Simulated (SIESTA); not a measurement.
Crystal: CoO.

```xyz
4
Lattice="3.1976 0.0000 0.0000 -1.5988 2.7692 0.0000 0.0000 0.0000 5.2287" Properties=species:S:1:pos:R:3 pbc="T T T"
Co    0.0000    1.8462    2.6319
Co    0.0000    0.0000    0.0182
O     0.0000    1.8462    4.5571
O     0.0000    0.0000    1.9430
```

Measurements of this composition are mostly on another form, of space group No. 225.

| Quantity | Value |
| --- | --- |
| Program | SIESTA 5.4.2 |
| Task | single point |
| Functional | PBE |
| Potentials or basis | PseudoDojo 0.4 standard (PBE files) |
| Basis | DZP (energy shift 0.002 Ry) |
| Grid cutoff | 800 Ry |
| Energy shift | 0.002 Ry |
| k mesh | 10 × 10 × 5 |
| Occupations | fermi-dirac, width 0.05 eV |
| Spin | collinear spin, ferromagnetic start |
| Starting moments | [2.0, 2.0, 0.0, 0.0] μB |

On this cell: pressure 2.5 GPa; largest force 0.331 eV/Å; net moment 5.91 μB per cell; site moments Co +2.57; O +0.39 μB; band gap on the k mesh none (metal or under the smearing width).

The same run follows on a disturbed copy (atoms moved at random, drawn with an rms of 0.05 Å):

```
Co O
1.0
     3.19765    0.00000    0.00000
    -1.59882    2.76924    0.00000
     0.00000    0.00000    5.22871
Co O
2 2
Direct
  0.33601 0.67748 0.49595
  0.01168 0.00692 0.00128
  0.34259 0.66310 0.86246
  0.98410 0.97670 0.37058
```

Question: What changes?

Answer: The energy (extrapolated to zero smearing) moves by +9.5 meV/atom; pressure 2.5 GPa; largest force 0.586 eV/Å; net moment 5.89 μB per cell; site moments Co +2.56; O +0.39 μB; band gap on the k mesh none (metal or under the smearing width).

Forces in eV/Å, atoms in the order of the input:
```
Co  -0.075 -0.522 -0.201
Co   0.057 -0.142 -0.402
O   -0.054  0.121  0.571
O    0.072  0.542  0.032
```

Stress tensor (GPa, compression positive):
```
 3.21  0.58 -0.02
 0.58 -0.42 -1.65
-0.02 -1.65  4.75
```

Caveats: semicore shells carry a single zeta, which can move pressures by several GPa and volumes by a few percent; the basis of atomic orbitals isn't converged, which shifts pressures, moduli and gaps; semilocal functionals often make such compounds metallic where correlation or magnetic order opens a gap, which also shifts bond lengths.
